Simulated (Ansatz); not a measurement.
The system is Li2O.

```
O Li
1.0
     0.00000    2.32685    2.32685
     2.32685    0.00000    2.32685
     2.32685    2.32685    0.00000
O Li
1 2
Direct
  0.00000 0.00000 0.00000
  0.25000 0.25000 0.25000
  0.75000 0.75000 0.75000
```

The cell comes from a database or a generator and needn't be the stable form of this composition.

Base run:

- Program: Ansatz 0.2.0
- Functional: revPBE
- Potentials or basis: Ansatz PAW
- Cutoff: 420 eV (not typed: the program's choice for these potentials)
- k mesh: 10 × 10 × 10
- Occupations: fermi-dirac, width 0.05 eV
- Spin: no spin polarisation

Its results: band gap on the k mesh 5.06 eV, indirect (least direct gap 5.18 eV); pressure 1.5 GPa.

**Question.** The run is repeated on the same cell with these changes: functional from revPBE to BLYP. What comes out?

**Answer.** Band gap on the k mesh 5.28 eV, indirect (least direct gap 5.44 eV); pressure -0.7 GPa.

Caveats: the PAW data sets come from PBE, with cores solved anew for the run's functional, which leaves a small shift of forces and pressure.
